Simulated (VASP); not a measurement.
HgSe, 2 atoms in the cell. Symmetry: F-43m, No. 216, cubic system. Conventional cell: a = 6.078 Å, b = 6.078 Å, c = 6.078 Å, α = 90.00°, β = 90.00°, γ = 90.00°. Around Hg (site symmetry -43m) lie 4 Se at 2.63 Å. Se (site symmetry -43m) is surrounded by 4 Hg at 2.63 Å. 

| Item | Value |
| --- | --- |
| Program | VASP 6.6.1 |
| Task | single point |
| Functional | PBE |
| Potentials or basis | VASP PAW PBE potentials, release 64 (Hg_sv_GW, Se_GW) |
| Cutoff | 500 eV |
| k mesh | 5 × 5 × 5 |
| Occupations | gaussian, width 0.02 eV |
| Spin | no spin polarisation |
| Further INCAR settings | ALGO = Normal; EDIFF = 1e-06; NBANDS = 20 |

Potentials or basis: VASP PAW PBE potentials, release 64 (Hg_sv_GW, Se_GW).

Launch:

```console
$ cat potpaw_PBE.64/Hg_sv_GW/POTCAR potpaw_PBE.64/Se_GW/POTCAR > POTCAR
$ mpirun -np 1 vasp_std > vasp.out
```

Hardware: 1 thread of Intel(R) Xeon(R) 6975P-C (Granite Rapids), on a shared host.

Question: Estimate the wall time of this run.

Answer: Run time: 13 s on 1 thread of Intel(R) Xeon(R) 6975P-C (Granite Rapids), on a shared host, peak memory 0.17 GiB. Counts: scf iterations 12, k points 10.
